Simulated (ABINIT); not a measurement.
The system is BN.

```
N B
1.0
     2.55394    0.00000    0.00000
    -1.27697    2.21178    0.00000
     0.00000    0.00000    4.22685
N B
2 2
Direct
  0.33333 0.66667 0.12528
  0.66667 0.33333 0.62528
  0.33333 0.66667 0.49972
  0.66667 0.33333 0.99972
```

Measurements of this composition are mostly on another form, of space group No. 194.

Base run:

* Program: ABINIT 10.8.3 (patched build)
* Functional: r2SCAN
* Potentials or basis: JTH PAW PBE v2.0
* Cutoff: 844 eV
* k mesh: 12 × 12 × 6
* Occupations: fermi-dirac, width 0.05 eV
* Spin: no spin polarisation

Its results: band gap on the k mesh 5.71 eV, indirect (least direct gap 8.89 eV); pressure -2.3 GPa; largest force 0.045 eV/Å.

**Question.** The run is repeated on the same cell with these changes: functional from r2SCAN to LDA. What comes out?

**Answer.** Band gap on the k mesh 4.97 eV, indirect (least direct gap 8.10 eV); pressure -13.2 GPa; largest force 0.021 eV/Å.

r2SCAN gives the wider gap, since meta-GGAs in the generalised Kohn-Sham scheme recover part of the derivative discontinuity.

Caveats: the PAW data sets were made with another functional, which shifts forces and pressure a little.
